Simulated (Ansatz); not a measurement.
A surface is cut from this relaxed crystal of C:

```xyz
2
Lattice="0.0000 1.7769 1.7769 1.7769 0.0000 1.7769 1.7769 1.7769 0.0000" Properties=species:S:1:pos:R:3 pbc="T T T"
C     1.7769    1.7769    1.7769
C     2.6654    2.6654    2.6654
```

Miller indices refer to the conventional cell of Fd-3m (No. 227), a = 3.554 Å, b = 3.554 Å, c = 3.554 Å, α = 90.00°, β = 90.00°, γ = 90.00°. The bulk's gap is 4.03 eV.

The (111) slab of 12 planes, 10.8 Å thick with 15 Å of vacuum as cut; outer planes C (top) and C (bottom).

Theory: Ansatz, DFT PBEsol, scalar-relativistic, plane waves, PAW. Settings: cutoff 420 eV, Γ-centred mesh 12×12×1 on the computed 12-atom cell, Gaussian smearing of 0.05 eV; no spin polarisation. A dipole correction removes the field between periodic images along c.

This cut of an insulator is polar or leaves open shells, so the slab is metallic here; real surfaces compensate by reconstruction or adsorbates.

Results for the relaxed slab:

For the relaxed slab, the surface energy (mean of both faces) is 6.06 J/m². The gap of the slab on the mesh is none (metal or semimetal) and the work function is 4.74 eV.

Relaxation lowers the energy by 1.593 J/m² a face; the largest move is 0.132 Å.

| plane (bottom to top) | atoms | spacing to next, bulk (Å) | relaxed (Å) | change (%) |
| --- | --- | --- | --- | --- |
| 1 | C | 0.513 | 0.262 | -49.0 |
| 2 | C | 1.539 | 1.672 | +8.7 |
| 3 | C | 0.513 | 0.486 | -5.3 |
| 4 | C | 1.539 | 1.554 | +1.0 |
| 5 | C | 0.513 | 0.510 | -0.6 |
| 6 | C | 1.539 | 1.542 | +0.2 |
| 7 | C | 0.513 | 0.510 | -0.6 |
| 8 | C | 1.539 | 1.554 | +1.0 |
| 9 | C | 0.513 | 0.486 | -5.3 |
| 10 | C | 1.539 | 1.672 | +8.7 |
| 11 | C | 0.513 | 0.262 | -49.0 |
| 12 | C |  |  |  |